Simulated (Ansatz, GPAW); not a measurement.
# Ballistic transport through ethane-1,2-dithiol between two Al chains, from relaxation to T(E)

Wanted: T(E) of ethane-1,2-dithiol between two Al chains at a relaxed geometry in two programs, beside the unrelaxed structure.

Calculated with GPAW 26.7.0 and Ansatz 0.2.0; Ansatz plane waves; relaxation of the junction with the lead ends held, in the first sound run; inputs show where later runs differ.

### Step 1. Set-up

The cell holds 22 atoms: 14 Al, 2 S, 4 H and 2 C. Cell: a = 9.359 Å, b = 9.000 Å, c = 38.091 Å, α = 90.0°, β = 90.0°, γ = 90.0°. Regions: left lead, 7 atoms (7 Al); channel, 8 atoms (2 S, 4 H and 2 C); right lead, 7 atoms (7 Al). Vacuum lies along a and b. The structure is stacked along c, and the current runs across the ab planes.

### Step 2. Relaxation

Transmission follows bond lengths closely, so the atoms between the held lead ends are relaxed first, from a slightly shaken start that lets symmetry break.

input.yaml

```yaml
crystal:
  lattice:
    - [9.3589019158, 0.0, 0.0]
    - [0.0, 9.0, 0.0]
    - [0.0, 0.0, 38.0905692368]
  atoms:
    - { symbol: Al, position: [0.5, 0.5, 0.031503861] }
    - { symbol: Al, position: [0.5, 0.5, 0.0945115831] }
    - { symbol: Al, position: [0.5, 0.5, 0.1575193052] }
    - { symbol: Al, position: [0.5, 0.5, 0.2205270272] }
    - { symbol: Al, position: [0.5, 0.5, 0.2835347493] }
    - { symbol: Al, position: [0.4955199282, 0.495986635, 0.3455168088] }
    - { symbol: Al, position: [0.4980039794, 0.5048242671, 0.4082890042] }
    - { symbol: S, position: [0.3849363931, 0.4136051557, 0.4543894023] }
    - { symbol: H, position: [0.6504899844, 0.5199113714, 0.4864337977] }
    - { symbol: H, position: [0.4137050197, 0.635680025, 0.4896289113] }
    - { symbol: C, position: [0.4219891295, 0.5118596914, 0.4927945047] }
    - { symbol: C, position: [0.5728690134, 0.4840139023, 0.5060029961] }
    - { symbol: H, position: [0.5889950295, 0.3700120852, 0.5115452684] }
    - { symbol: H, position: [0.3452043837, 0.4791101975, 0.5161142414] }
    - { symbol: S, position: [0.6186319472, 0.5876093705, 0.5445792118] }
    - { symbol: Al, position: [0.505891154, 0.4980721637, 0.5913860258] }
    - { symbol: Al, position: [0.5045623105, 0.4922519955, 0.6545215517] }
    - { symbol: Al, position: [0.5, 0.5, 0.7164652507] }
    - { symbol: Al, position: [0.5, 0.5, 0.7794729728] }
    - { symbol: Al, position: [0.5, 0.5, 0.8424806948] }
    - { symbol: Al, position: [0.5, 0.5, 0.9054884169] }
    - { symbol: Al, position: [0.5, 0.5, 0.968496139] }
kpoints:
  mp_grid: { grid: [1, 1, 2] }
hamiltonian:
  xc: pbe
scf:
  occupations: { method: fermi_dirac, width: 0.1 }
relax:
  f_tol: 0.03
  max_steps: 80
  constraints: [{ sites: [0, 1, 2, 3, 4, 17, 18, 19, 20, 21] }]
```

The run is started by

```sh
> ansatz run input.yaml --threads 4 --pin off --max-ram 8192MiB --backend cpu --events-out ev --progress --plain --runs-dir out
```

Numbers of over 12 decimals in the logs are rounded to 6 here.

Log:

```text
Engine: ansatz 0.2.0, aarch64-unknown-linux-gnu
Pseudopotentials: kind: paw
Pseudopotential: Al, paw, valence charge 3, recommended cutoff 420 eV (normal), Al.paw.azcp
Pseudopotential: S, paw, valence charge 6, recommended cutoff 420 eV (normal), S.paw.azcp
Pseudopotential: H, paw, valence charge 1, recommended cutoff 420 eV (normal), H.paw.azcp
Pseudopotential: C, paw, valence charge 4, recommended cutoff 420 eV (normal), C.paw.azcp
Functional definition: PBE
  parameter kappa = 0.804
  parameter beta = 0.066725
  exchange = pbe_x(kappa = kappa, mu = beta*pi^2/3)
  correlation = pbe_c(beta = beta)
Crystal: 22 atoms, lattice volume = 3208.373 Å³
Basis set: ecut = 420 eV, 62663 PW (Γ), exchange–correlation on 128×128×512 points (8 copies of the dense FFT grid, shifted against one another)
Bands: 55, of which v1, the nominal top of the filled ones, is band 33 counted from 1 (32 counted from 0)
Symmetry: 1 space group operations
Space group: P1 (ITA 1), of the structure as read, at distance tolerance 1.5e-4 Å
k-points: 2
Non-local potential: Al, projectors of the file, l = 0: 2, l = 1: 2, l = 2: 1
Non-local potential: S, projectors of the file, l = 0: 2, l = 1: 2, l = 2: 2
Non-local potential: H, projectors of the file, l = 0: 2, l = 1: 1
Non-local potential: C, projectors of the file, l = 0: 2, l = 1: 2, l = 2: 1
PAW form: soft (Blöchl's): semilocal exchange-correlation on the pseudo side does not see the compensation charge
PAW one-centre angular grid: Al, 110 points (default); XC on 64 Gauss nodes
PAW one-centre angular grid: S, 110 points (default); XC on 64 Gauss nodes
PAW one-centre angular grid: H, 110 points (default); XC on 64 Gauss nodes
PAW one-centre angular grid: C, 110 points (default); XC on 64 Gauss nodes
Initial density: superposition of atomic densities (neutral atoms: chi_scale 0, normalization atom), corrected by the library's trained network
Initial wavefunctions: pseudopotential atomic-orbital guess
Functional: x = pbe(κ = 0.804, μ = 0.219515), c = pbe(β = 0.066725)
SCF iter   1: F=—  HF=-9869.389251 eV  |F-HF|=—  |Δ(HF+E_count)|=         —  Δρ=2.35e-3  dr2=7.11e-1  ethr=1.77e-3  ⟨swp⟩=21.5  Hψ=899  notcnv=0
preconditioner: auto → LDOS  [metal: Δε(μ)=0.087 eV  Ē_g=5.160 eV  σ=0.100 eV  W_gap=0.21  n_scr=144 (ndim 8)  ℏωp=5.0 eV  f_vac=0.632  D(μ)=20.31/eV (n_scr^D=72)  β→1.0]
SCF iter   2: F=—  HF=-9869.306177 eV  |F-HF|=—  |Δ(HF+E_count)|=   8.31e-2  Δρ=9.49e-4  dr2=1.56e-1  ethr=1.08e-3  ⟨swp⟩=3.5  Hψ=206  notcnv=0
SCF iter   3: F=—  HF=-9869.310237 eV  |F-HF|=—  |Δ(HF+E_count)|=   4.06e-3  Δρ=4.55e-4  dr2=3.89e-2  ethr=2.36e-4  ⟨swp⟩=2.0  Hψ=212  notcnv=0
SCF iter   4: F=—  HF=-9869.310680 eV  |F-HF|=—  |Δ(HF+E_count)|=   4.43e-4  Δρ=2.87e-4  dr2=5.78e-3  ethr=5.89e-5  ⟨swp⟩=2.0  Hψ=154  notcnv=0
SCF iter   5: F=—  HF=-9869.310235 eV  |F-HF|=—  |Δ(HF+E_count)|=   4.44e-4  Δρ=1.03e-4  dr2=1.51e-3  ethr=8.76e-6  ⟨swp⟩=3.0  Hψ=154  notcnv=0
SCF iter   6: F=—  HF=-9869.310139 eV  |F-HF|=—  |Δ(HF+E_count)|=   9.67e-5  Δρ=3.27e-5  dr2=1.23e-4  ethr=2.29e-6  ⟨swp⟩=1.0  Hψ=110  notcnv=0
SCF iter   7: F=-9869.310133 eV  HF=-9869.310144 eV  |F-HF|=1.10e-5  |Δ(HF+E_count)|=   5.33e-6  Δρ=1.18e-5  dr2=1.72e-5  ethr=3.41e-8  ⟨swp⟩=4.0  Hψ=436  notcnv=0
SCF 1 converged in 7 iterations: F = -9869.310133 eV  dr2 = 1.72e-5
  greatest PAW one-centre occupation: 0.858 electrons in one spin orbital (limit 2), on the S atom at site 14 (counted from 0), in its partial waves of l = 0
relax step   1: F+E_penalty+E_count = -9869.31013299 eV  Δ(F+E_penalty+E_count) = +0.000e0 eV  max|allowed force component| = 2.676e0 eV/Å  Δτ_max = 0.0000 Å  (7 SCF iters, dr2 threshold 2.25e-5 eV, accepted)
Initial density: handed on by an earlier stage of this run
Initial wavefunctions: those handed on with the density
iter 1 solved again at ethr=9.61e-4 eV; its pass at ethr=3.10e-3 eV (dr2=6.34e-1 eV) is discarded
SCF iter   1: F=—  HF=-9869.834884 eV  |F-HF|=—  |Δ(HF+E_count)|=         —  Δρ=2.87e-3  dr2=6.08e-1  ethr=9.61e-4  ⟨swp⟩=1.5  Hψ=483  notcnv=0
preconditioner: auto → LDOS  [metal: Δε(μ)=0.154 eV  Ē_g=5.223 eV  σ=0.100 eV  W_gap=0.36  n_scr=144 (ndim 8)  ℏωp=5.0 eV  f_vac=0.621  D(μ)=22.22/eV (n_scr^D=84)  β→1.0]
SCF iter   2: F=—  HF=-9869.784232 eV  |F-HF|=—  |Δ(HF+E_count)|=   5.07e-2  Δρ=1.28e-3  dr2=2.46e-1  ethr=9.21e-4  ⟨swp⟩=3.0  Hψ=221  notcnv=0
SCF iter   3: F=—  HF=-9869.771349 eV  |F-HF|=—  |Δ(HF+E_count)|=   1.29e-2  Δρ=5.08e-4  dr2=2.78e-2  ethr=3.72e-4  ⟨swp⟩=2.0  Hψ=220  notcnv=0
SCF iter   4: F=—  HF=-9869.770046 eV  |F-HF|=—  |Δ(HF+E_count)|=   1.30e-3  Δρ=2.54e-4  dr2=5.60e-3  ethr=4.21e-5  ⟨swp⟩=2.0  Hψ=158  notcnv=0
SCF iter   5: F=—  HF=-9869.769527 eV  |F-HF|=—  |Δ(HF+E_count)|=   5.19e-4  Δρ=9.78e-5  dr2=9.47e-4  ethr=8.48e-6  ⟨swp⟩=2.0  Hψ=158  notcnv=0
SCF iter   6: F=—  HF=-9869.769525 eV  |F-HF|=—  |Δ(HF+E_count)|=   1.32e-6  Δρ=4.34e-5  dr2=2.39e-4  ethr=1.43e-6  ⟨swp⟩=2.0  Hψ=166  notcnv=0
SCF iter   7: F=-9869.769507 eV  HF=-9869.769516 eV  |F-HF|=8.95e-6  |Δ(HF+E_count)|=   9.26e-6  Δρ=1.37e-5  dr2=1.85e-5  ethr=1.52e-7  ⟨swp⟩=3.0  Hψ=402  notcnv=0
SCF 2 converged in 7 iterations: F = -9869.769507 eV  dr2 = 1.85e-5
  greatest PAW one-centre occupation: 0.859 electrons in one spin orbital (limit 2), on the S atom at site 7 (counted from 0), in its partial waves of l = 0
relax step   2: F+E_penalty+E_count = -9869.76950718 eV  Δ(F+E_penalty+E_count) = -4.594e-1 eV  max|allowed force component| = 1.654e0 eV/Å  Δτ_max = 0.1932 Å  (7 SCF iters, dr2 threshold 1.00e-4 eV, accepted)
iter 1 solved again at ethr=7.34e-4 eV; its pass at ethr=3.10e-3 eV (dr2=4.85e-1 eV) is discarded
SCF iter   1: F=—  HF=-9870.119112 eV  |F-HF|=—  |Δ(HF+E_count)|=         —  Δρ=1.69e-3  dr2=4.74e-1  ethr=7.34e-4  ⟨swp⟩=1.5  Hψ=432  notcnv=0
preconditioner: auto → LDOS  [metal: Δε(μ)=0.138 eV  Ē_g=5.187 eV  σ=0.100 eV  W_gap=0.33  n_scr=144 (ndim 8)  ℏωp=5.0 eV  f_vac=0.621  D(μ)=21.15/eV (n_scr^D=84)  β→1.0]
SCF iter   2: F=—  HF=-9870.079271 eV  |F-HF|=—  |Δ(HF+E_count)|=   3.98e-2  Δρ=8.14e-4  dr2=5.48e-2  ethr=7.19e-4  ⟨swp⟩=2.5  Hψ=132  notcnv=0
SCF iter   3: F=—  HF=-9870.077943 eV  |F-HF|=—  |Δ(HF+E_count)|=   1.33e-3  Δρ=4.40e-4  dr2=1.59e-2  ethr=8.31e-5  ⟨swp⟩=2.0  Hψ=188  notcnv=0
SCF iter   4: F=—  HF=-9870.076357 eV  |F-HF|=—  |Δ(HF+E_count)|=   1.59e-3  Δρ=1.80e-4  dr2=5.29e-3  ethr=2.41e-5  ⟨swp⟩=2.0  Hψ=158  notcnv=0
SCF iter   5: F=—  HF=-9870.076095 eV  |F-HF|=—  |Δ(HF+E_count)|=   2.62e-4  Δρ=7.95e-5  dr2=7.64e-4  ethr=8.01e-6  ⟨swp⟩=1.0  Hψ=110  notcnv=0
[...]
relax step   5: F+E_penalty+E_count = -9870.49163790 eV  Δ(F+E_penalty+E_count) = -1.559e-1 eV  max|allowed force component| = 2.385e-1 eV/Å  Δτ_max = 0.1978 Å  (7 SCF iters, dr2 threshold 1.34e-5 eV, accepted)
relax step   6: F+E_penalty+E_count = -9870.57435078 eV  Δ(F+E_penalty+E_count) = -8.271e-2 eV  max|allowed force component| = 8.875e-2 eV/Å  Δτ_max = 0.1949 Å  (6 SCF iters, dr2 threshold 2.50e-5 eV, accepted)
relax step   7: F+E_penalty+E_count = -9870.62156044 eV  Δ(F+E_penalty+E_count) = -4.721e-2 eV  max|allowed force component| = 6.683e-2 eV/Å  Δτ_max = 0.2000 Å  (8 SCF iters, dr2 threshold 1.09e-6 eV, accepted)
relax step   8: F+E_penalty+E_count = -9870.65794619 eV  Δ(F+E_penalty+E_count) = -3.639e-2 eV  max|allowed force component| = 1.371e-1 eV/Å  Δτ_max = 0.1939 Å  (10 SCF iters, accepted)
relax step   9: F+E_penalty+E_count = -9870.67092431 eV  Δ(F+E_penalty+E_count) = -1.298e-2 eV  max|allowed force component| = 2.867e-1 eV/Å  Δτ_max = 0.1969 Å  (7 SCF iters, dr2 threshold 1.07e-5 eV, accepted)
relax step  10: F+E_penalty+E_count = -9870.69316135 eV  Δ(F+E_penalty+E_count) = -2.224e-2 eV  max|allowed force component| = 1.684e-1 eV/Å  Δτ_max = 0.0767 Å  (5 SCF iters, dr2 threshold 8.22e-5 eV, accepted)
relax step  11: F+E_penalty+E_count = -9870.71051060 eV  Δ(F+E_penalty+E_count) = -1.735e-2 eV  max|allowed force component| = 7.776e-2 eV/Å  Δτ_max = 0.1219 Å  (7 SCF iters, dr2 threshold 9.79e-6 eV, accepted)
relax step  12: F+E_penalty+E_count = -9870.71977848 eV  Δ(F+E_penalty+E_count) = -9.268e-3 eV  max|allowed force component| = 2.053e-1 eV/Å  Δτ_max = 0.1953 Å  (8 SCF iters, dr2 threshold 1.29e-6 eV, accepted)
relax step  13: F+E_penalty+E_count = -9870.72626178 eV  Δ(F+E_penalty+E_count) = -6.483e-3 eV  max|allowed force component| = 1.195e-1 eV/Å  Δτ_max = 0.0675 Å  (6 SCF iters, dr2 threshold 8.98e-6 eV, accepted)
relax step  14: F+E_penalty+E_count = -9870.73140531 eV  Δ(F+E_penalty+E_count) = -5.144e-3 eV  max|allowed force component| = 4.724e-2 eV/Å  Δτ_max = 0.1046 Å  (7 SCF iters, dr2 threshold 4.84e-6 eV, accepted)
relax step  15: F+E_penalty+E_count = -9870.73356194 eV  Δ(F+E_penalty+E_count) = -2.157e-3 eV  max|allowed force component| = 1.219e-1 eV/Å  Δτ_max = 0.1498 Å  (9 SCF iters, accepted)
relax step  16: F+E_penalty+E_count = -9870.73540394 eV  Δ(F+E_penalty+E_count) = -1.842e-3 eV  max|allowed force component| = 7.660e-2 eV/Å  Δτ_max = 0.0380 Å  (6 SCF iters, dr2 threshold 2.32e-6 eV, accepted)
relax step  17: F+E_penalty+E_count = -9870.73619902 eV  Δ(F+E_penalty+E_count) = -7.951e-4 eV  max|allowed force component| = 3.569e-2 eV/Å  Δτ_max = 0.0259 Å  (6 SCF iters, dr2 threshold 2.32e-6 eV, accepted)
relax step  18: F+E_penalty+E_count = -9870.73692147 eV  Δ(F+E_penalty+E_count) = -7.224e-4 eV  max|allowed force component| = 2.009e-2 eV/Å  Δτ_max = 0.0626 Å  (8 SCF iters, accepted)
relax step  19: F+E_penalty+E_count = -9870.73717611 eV  Δ(F+E_penalty+E_count) = -2.546e-4 eV  max|allowed force component| = 5.243e-2 eV/Å  Δτ_max = 0.0713 Å  (8 SCF iters, accepted)
SCF iter   1: F=—  HF=-9870.736937 eV  |F-HF|=—  |Δ(HF+E_count)|=         —  Δρ=7.38e-5  dr2=1.74e-4  ethr=9.80e-7  ⟨swp⟩=3.0  Hψ=212  notcnv=0
preconditioner: auto → LDOS  [metal: Δε(μ)=0.125 eV  Ē_g=5.121 eV  σ=0.100 eV  W_gap=0.30  n_scr=144 (ndim 8)  ℏωp=5.0 eV  f_vac=0.621  D(μ)=18.73/eV (n_scr^D=68)  β→1.0]
SCF iter   2: F=—  HF=-9870.736975 eV  |F-HF|=—  |Δ(HF+E_count)|=   3.78e-5  Δρ=6.68e-5  dr2=2.51e-4  ethr=2.64e-7  ⟨swp⟩=3.0  Hψ=194  notcnv=0
SCF iter   3: F=—  HF=-9870.736908 eV  |F-HF|=—  |Δ(HF+E_count)|=   6.69e-5  Δρ=7.15e-6  dr2=2.06e-6  ethr=2.64e-7  ⟨swp⟩=2.0  Hψ=158  notcnv=0
SCF iter   4: F=—  HF=-9870.737385 eV  |F-HF|=—  |Δ(HF+E_count)|=   4.76e-4  Δρ=2.94e-6  dr2=4.67e-7  ethr=3.12e-9  ⟨swp⟩=2.0  Hψ=182  notcnv=0
SCF iter   5: F=-9870.737385 eV  HF=-9870.737385 eV  |F-HF|=2.52e-8  |Δ(HF+E_count)|=   2.32e-9  Δρ=9.55e-7  dr2=7.96e-8  ethr=1.52e-10  ⟨swp⟩=4.0  Hψ=421  notcnv=0
SCF 20 converged in 5 iterations: F = -9870.737385 eV  dr2 = 7.96e-8
relax step  20: F+E_penalty+E_count = -9870.73738457 eV  Δ(F+E_penalty+E_count) = -2.085e-4 eV  max|allowed force component| = 1.903e-2 eV/Å  Δτ_max = 0.0030 Å  (5 SCF iters, accepted)
SCF converged after 5 iterations
Free energy (F): -9870.737385 eV
Harris-Foulkes:  -9870.737385 eV  (|F-HF|=2.52e-8)
Internal energy: -9870.123947 eV  (E = F + TS)
E sigma→0 (E₀):  -9870.430666 eV
Entropy (-TS):   -0.613437 eV (-27.884 meV/atom)
Fermi energy:    -2.957629 eV
--- Per-component energies (eV) ---
  E_band       = -504.047214
  E_kinetic    = 714.099141
  E_local      = -5452.765507  (includes V_loc(G=0)·N_el)
  E_nonlocal   = 277.408147
  E_hartree    = 2361.741212
  E_xc         = -840.458083
  E_vxc        = -687.560028  (∫ρ·V_xc dr)
  E_paw        = -7945.194852  (= ΣΔE_a)
  E_vpaw       = -78.699833  (= ΣTr[D̂ρ^β])
  E_aug_tail   = -0.005510  (compensation charges beyond the density's cutoff)
  E_ewald      = 1015.051505
  E_smearing   = -0.613437  (= −TS)
  E_closure    = 0.000000  (closes the sum)
  Σ components = -9870.737385   (vs F -9870.737385, Δ=0.00e0)
--- Forces (eV/Å), atoms counted from 1 ---
  atom   1  Al     0.00019250     0.00059238    -0.02523764
  atom   2  Al    -0.00372918    -0.03675973    -0.04496892
  atom   3  Al     0.00871799     0.09038525    -0.05593717
  atom   4  Al    -0.00758702    -0.08195223    -0.31804020
  atom   5  Al     0.00134404     0.02133172     0.81463721
  atom   6  Al     0.00024676     0.00243346    -0.00122820
  atom   7  Al    -0.00043819    -0.00044210    -0.00369318
  atom   8  S      0.00058813     0.00866125     0.01240579
  atom   9  H     -0.01837577     0.00384947     0.00258704
  atom  10  H     -0.00679208    -0.01136220     0.01065174
  atom  11  C     -0.00055022    -0.00397705    -0.00283510
  atom  12  C     -0.00005564    -0.00363495    -0.00293299
  atom  13  H      0.00689155     0.01302085    -0.00930212
  atom  14  H      0.01902682    -0.00363464    -0.00179012
  atom  15  S     -0.00091429    -0.00119050    -0.00841086
  atom  16  Al     0.00062521    -0.00280165     0.00353101
  atom  17  Al    -0.00012548    -0.00016179     0.00160496
  atom  18  Al    -0.00159432    -0.02256429    -0.81441794
  atom  19  Al     0.00790778     0.08241923     0.31768616
  atom  20  Al    -0.00899883    -0.09023893     0.05567013
  atom  21  Al     0.00385808     0.03653301     0.04484296
  atom  22  Al    -0.00022491    -0.00050225     0.02516990
  max |Σ_I F_I| component: 1.29e-5 eV/Å
--- Relaxed structure (20 steps of the walk, 20 accepted, 0 SCFs on fresh bases) ---
  F+E_penalty+E_count = -9870.73738457 eV   max|allowed force component| = 1.903e-2 eV/Å
  atoms:
    - { symbol: Al, position: [0.5, 0.5, 0.031503861] }
    - { symbol: Al, position: [0.5, 0.5, 0.094512] }
    - { symbol: Al, position: [0.5, 0.5, 0.1575193052] }
    - { symbol: Al, position: [0.5, 0.5, 0.220527] }
    - { symbol: Al, position: [0.5, 0.5, 0.2835347493] }
    - { symbol: Al, position: [0.484185, 0.336477, 0.338209] }
    - { symbol: Al, position: [0.489802, 0.476480, 0.398076] }
    - { symbol: S, position: [0.457727, 0.374164, 0.450745] }
    - { symbol: H, position: [0.649998, 0.443372, 0.510341] }
    - { symbol: H, position: [0.515121, 0.624770, 0.472470] }
    - { symbol: C, position: [0.461738, 0.526754, 0.483519] }
    - { symbol: C, position: [0.539103, 0.473245, 0.516434] }
    - { symbol: H, position: [0.485727, 0.375187, 0.527469] }
    - { symbol: H, position: [0.350822, 0.556592, 0.489598] }
    - { symbol: S, position: [0.543239, 0.625730, 0.549212] }
    - { symbol: Al, position: [0.510322, 0.523562, 0.601863] }
    - { symbol: Al, position: [0.516216, 0.663271, 0.661761] }
    - { symbol: Al, position: [0.5, 0.5, 0.7164652507] }
    - { symbol: Al, position: [0.5, 0.5, 0.7794729728] }
    - { symbol: Al, position: [0.5, 0.5, 0.8424806948] }
    - { symbol: Al, position: [0.5, 0.5, 0.905488] }
    - { symbol: Al, position: [0.5, 0.5, 0.968496] }
```

Elapsed: 2.3 min, on 4 threads of Arm Neoverse V1, shared host; peak memory 2.8 GiB.

The steps of the relaxation:

| step | energy less that of the first step (eV) | largest force component (eV/Å) |
| --- | --- | --- |
| 1 | 0.0000 | 2.6756 |
| 2 | -0.4594 | 1.6535 |
| 3 | -0.7660 | 0.5337 |
| 4 | -1.0256 | 0.3593 |
| 5 | -1.1815 | 0.2385 |
| 6 | -1.2642 | 0.0887 |
| 7 | -1.3114 | 0.0668 |
| 8 | -1.3478 | 0.1371 |
| 9 | -1.3608 | 0.2867 |
| 10 | -1.3830 | 0.1684 |
| 11 | -1.4004 | 0.0778 |
| 12 | -1.4096 | 0.2053 |
| 13 | -1.4161 | 0.1195 |
| 14 | -1.4213 | 0.0472 |
| 15 | -1.4234 | 0.1219 |
| 16 | -1.4253 | 0.0766 |
| 17 | -1.4261 | 0.0357 |
| 18 | -1.4268 | 0.0201 |
| 19 | -1.4270 | 0.0524 |
| 20 | -1.4273 | 0.0190 |

The atoms that moved most (Å):

| atom | dx | dy | dz | length |
| --- | --- | --- | --- | --- |
| Al17 | 0.109 | 1.539 | 0.276 | 1.567 |
| Al6 | -0.106 | -1.436 | -0.278 | 1.466 |
| H14 | 0.053 | 0.697 | -1.010 | 1.229 |
| H10 | 0.949 | -0.098 | -0.654 | 1.157 |
| H13 | -0.966 | 0.047 | 0.607 | 1.142 |
| H9 | -0.005 | -0.689 | 0.911 | 1.142 |
| S15 | -0.706 | 0.343 | 0.176 | 0.804 |
| S8 | 0.681 | -0.355 | -0.139 | 0.781 |

Numbers from this step:

```
free energy         : -9870.7374 eV
smearing term TS    : 0.6134 eV
symmetry operations : 1
```

The relaxation lowered the energy of the cell by 1.43 eV.

[end of part 1 of 4]

[Logs are printed without paths, hosts, clocks, repeated set-up lines and the standing remarks that a program may print on its own settings, such as how far it seeks lower states.]

[Hosts, paths, dates, database ids (printed as entryN), source tags and the programs' standing remarks are cut or masked in the printed files.]
